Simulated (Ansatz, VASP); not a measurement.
## Cross-check of AlN between VASP and Ansatz

One calculation is typed for both programs; each brings its own data sets and cutoff. How far apart do they land? The cell is taken from a series of VASP runs on this material, whose earlier steps may have relaxed, scaled or displaced it; both programs get it as it stands.

Main program and level: Ansatz 0.2.0; plane waves, with VASP 6.6.1 beside it; band structure at HSE06.

### 1. The structure

Symmetry: F-43m, No. 216, cubic system. Conventional cell: a = 4.368 Å, b = 4.368 Å, c = 4.368 Å, α = 90.00°, β = 90.00°, γ = 90.00°. Nearest to Al lie 4 N at 1.89 Å. N has 4 Al at 1.89 Å nearest. Farther neighbours and most contacts between anions are not listed.

### 2. VASP: band structure, HSE06

Levels along a path test the potential and the projectors away from the mesh points.

Lines of VASP's logs that name or quote its potential files are left out, and so is its time.

The run reads the wave functions of an earlier VASP run, which isn't shown here.

INCAR reads:

```
SYSTEM = AlN
PREC = Accurate
ENCUT = 460
EDIFF = 1E-06
NELM = 100
ISMEAR = 0
SIGMA = 0.03
LREAL = .FALSE.
ALGO = Normal
LHFCALC = .TRUE.
AEXX = 0.25
GGA = PE
HFSCREEN = 0.2
LASPH = .TRUE.
NBANDS = 10
PRECFOCK = Fast
LORBIT = 11
LWAVE = .FALSE.
LCHARG = .FALSE.
KPAR = 4
```

POSCAR reads:

```
AlN
1.0
    0.0000000000      2.1839935596      2.1839935596
    2.1839935596      0.0000000000      2.1839935596
    2.1839935596      2.1839935596      0.0000000000
Al N
1 1
Direct
    0.0000000000      0.0000000000      0.0000000000
    0.2500000000      0.2500000000      0.2500000000
```

KPOINTS reads:

```
Automatic mesh
0
Gamma
6 6 6
0 0 0
```

KPOINTS_OPT reads:

```
Line mode
10
Line-mode
Reciprocal
  0.00000000   0.00000000   0.00000000 GAMMA
  0.50000000   0.00000000   0.50000000 X

  0.50000000   0.00000000   0.50000000 X
  0.50000000   0.25000000   0.75000000 W

  0.50000000   0.25000000   0.75000000 W
  0.37500000   0.37500000   0.75000000 K

  0.37500000   0.37500000   0.75000000 K
  0.00000000   0.00000000   0.00000000 GAMMA

  0.00000000   0.00000000   0.00000000 GAMMA
  0.50000000   0.50000000   0.50000000 L

  0.50000000   0.50000000   0.50000000 L
  0.62500000   0.25000000   0.62500000 U

  0.62500000   0.25000000   0.62500000 U
  0.50000000   0.25000000   0.75000000 W

  0.50000000   0.25000000   0.75000000 W
  0.50000000   0.50000000   0.50000000 L

  0.50000000   0.50000000   0.50000000 L
  0.37500000   0.37500000   0.75000000 K

  0.62500000   0.25000000   0.62500000 U
  0.50000000   0.00000000   0.50000000 X
```

Potentials, in the order of the species: Al and N (PBE family, release 64).

On the command line:

```bash
> mpirun -np 4 vasp_std
```

Numbers of over 12 decimals in the logs are rounded to 6 here.

Output:

```text
[banner, memory and clock lines left out]
running    4 mpi-ranks, on    1 nodes
 distrk:  each k-point on    1 cores,    4 groups
 distr:  one band on    1 cores,    1 groups

 POSCAR found type information on POSCAR AlN
 POSCAR found :  2 types and       2 ions
 LDA part: xc-table for (Slater+PW92), standard interpolation
 found WAVECAR, reading the header
 POSCAR, INCAR and KPOINTS ok, starting setup
 FFT: planning ... GRIDC
 FFT: planning ... GRID_SOFT
 FFT: planning ... GRID
 reading WAVECAR
 the WAVECAR file was read successfully
 initial charge from wavefunction
 entering main loop
       N       E                     dE             d eps       ncg     rms          rms(c)
DAV:   1    -0.174307122799E+02   -0.17431E+02   -0.10521E+00   366   0.635E+00    0.960E+00
DAV:   2    -0.174317902915E+02   -0.10780E-02   -0.18984E-02   338   0.125E+00    0.619E+00
DAV:   3    -0.174302090572E+02    0.15812E-02   -0.48125E-03   358   0.392E-01    0.388E+00
DAV:   4    -0.174298906273E+02    0.31843E-03   -0.31929E-04   386   0.113E-01    0.232E+00
DAV:   5    -0.174297185145E+02    0.17211E-03   -0.55403E-05   370   0.616E-02    0.134E+00
DAV:   6    -0.174296641206E+02    0.54394E-04   -0.25591E-05   344   0.423E-02    0.772E-01
DAV:   7    -0.174296461915E+02    0.17929E-04   -0.46648E-06   370   0.186E-02    0.441E-01
DAV:   8    -0.174296403193E+02    0.58721E-05   -0.20337E-06   304   0.108E-02    0.254E-01
DAV:   9    -0.174296386400E+02    0.16794E-05   -0.67575E-07   178   0.680E-03    0.149E-01
DAV:  10    -0.174296381136E+02    0.52639E-06   -0.24581E-07   178   0.459E-03
   1 F= -.17429638E+02 E0= -.17429638E+02  d E =-.195597E-22
 Start KPOINTS_OPT (optional k-point list driver)
k-point batch [1-16\100]
       N       E                     dE             ncg
DAV:   1     0.391068071013E+03   -0.35198E+04      328
DAV:   2    -0.197028049172E+02   -0.41077E+03      398
DAV:   3    -0.358803833311E+02   -0.16178E+02      398
DAV:   4    -0.360499387543E+02   -0.16956E+00      404
DAV:   5    -0.360513012279E+02   -0.13625E-02      376
DAV:   6    -0.360513331193E+02   -0.31891E-04      428
DAV:   7    -0.360513336201E+02   -0.50078E-06      324
[...]
k-point batch [97-100\100]
       N       E                     dE             ncg
DAV:   1     0.398282605899E+04   -0.13544E+04       80
DAV:   2     0.389081395841E+04   -0.92012E+02      104
DAV:   3     0.388790831382E+04   -0.29056E+01       94
DAV:   4     0.388787423070E+04   -0.34083E-01      104
DAV:   5     0.388787387619E+04   -0.35451E-03       96
DAV:   6     0.388787386790E+04   -0.82840E-05      120
DAV:   7     0.388787386784E+04   -0.59571E-07       96
```

From OUTCAR (step 2):

```text
ion  position               nearest neighbor table
   1  0.000  0.000  0.000-   2 1.89   2 1.89   2 1.89   2 1.89
   2  0.250  0.250  0.250-   1 1.89   1 1.89   1 1.89   1 1.89

  LATTYP: Found a face centered cubic cell.
 ALAT       =     4.3679871192

 Subroutine GETGRP returns: Found 24 space group operations
 (whereof 24 operations were pure point group operations)

The static configuration has the point symmetry T_d .

 Found     16 irreducible k-points:

   k-points           NKPTS =     16   k-points in BZ     NKDIM =    216   number of bands    NBANDS=     10

   dimension x,y,z NGX =    24 NGY =   24 NGZ =   24
   dimension x,y,z NGXF=    48 NGYF=   48 NGZF=   48

   ENCUT  =  460.0 eV  33.81 Ry    5.81 a.u.   5.40  5.40  5.40*2*pi/ulx,y,z

   NELECT =       8.0000    total number of electrons

 k-points in reciprocal lattice and weights: Automatic mesh
   0.00000000  0.00000000  0.00000000       0.005
   0.16666667  0.00000000  0.00000000       0.037
   0.33333333  0.00000000  0.00000000       0.037
   0.50000000  0.00000000  0.00000000       0.019
   0.16666667  0.16666667  0.00000000       0.028
   0.33333333  0.16666667  0.00000000       0.111
   0.50000000  0.16666667  0.00000000       0.111
  -0.33333333  0.16666667  0.00000000       0.111
  -0.16666667  0.16666667  0.00000000       0.056
[...]
-0.33333333  0.33333333  0.16666667       0.111
  -0.33333333  0.50000000  0.16666667       0.056

  exchange ACFDT corr.  =         0.00000000  see jH, gK, PRB 81, 115126

 average (electrostatic) potential at core
       1 -67.6537       2 -54.8799

 E-fermi :   5.2333

 k-point     1 :       0.0000    0.0000    0.0000
  band No.  band energies     occupation
      1     -11.4480      2.00000
      2       5.0344      2.00000
      3       5.0344      2.00000
      4       5.0344      2.00000
      5      10.6062      0.00000
      6      19.2983      0.00000
      7      19.2983      0.00000
      8      19.2983      0.00000
      9      24.6560      0.00000
    ...

 k-point     2 :       0.1667    0.0000    0.0000
  band No.  band energies     occupation
      1     -11.0222      2.00000
      2       3.0623      2.00000
      3       4.8856      2.00000
      4       4.8856      2.00000
      5      12.0966      0.00000
      6      18.3965      0.00000
      7      19.4932      0.00000
      8      19.4932      0.00000
      9      22.7346      0.00000
    ...

 k-point     3 :       0.3333    0.0000    0.0000
  band No.  band energies     occupation
      1      -9.9685      2.00000
      2       0.1040      2.00000
      3       4.6193      2.00000
      4       4.6193      2.00000
      5      13.5737      0.00000
      6      17.2052      0.00000
      7      18.4336      0.00000
      8      18.4336      0.00000
      9      24.2206      0.00000
    ...

  energy-cutoff  :      460.00
  volume of cell :       20.83
      direct lattice vectors                 reciprocal lattice vectors
     0.000000000  2.183993560  2.183993560    -0.228938404  0.228938404  0.228938404
     2.183993560  0.000000000  2.183993560     0.228938404 -0.228938404  0.228938404
     2.183993560  2.183993560  0.000000000     0.228938404  0.228938404 -0.228938404

 POSITION                                       TOTAL-FORCE (eV/Angst)
 -----------------------------------------------------------------------------------
      0.00000      0.00000      0.00000         0.000000     -0.000000      0.000000
      1.09200      1.09200      1.09200        -0.000000      0.000000     -0.000000
 -----------------------------------------------------------------------------------
    total drift:                                0.000002     -0.000000      0.000001

  FREE ENERGIE OF THE ION-ELECTRON SYSTEM (eV)
  ---------------------------------------------------
  free  energy   TOTEN  =       -17.4296381136 eV

  energy  without entropy=      -17.4296381136  energy(sigma->0) =      -17.42963811

 total charge
# of ion       s       p       d       tot
------------------------------------------
    1        0.423   0.462   0.000   0.885
    2        1.227   2.638   0.000   3.865
--------------------------------------------------
tot          1.650   3.100   0.000   4.750

[... 3 further parts left out ...]
```

[end of part 1 of 2]

[Lines on the potential files, build, host, timing and source positions are cut from VASP's logs without a mark.]

[Logs are printed without paths, hosts, clocks, repeated set-up lines and the standing remarks that a program may print on its own settings, such as how far it seeks lower states.]

[Hosts, paths, dates, database ids (printed as entryN), source tags and the programs' standing remarks are cut or masked in the printed files.]
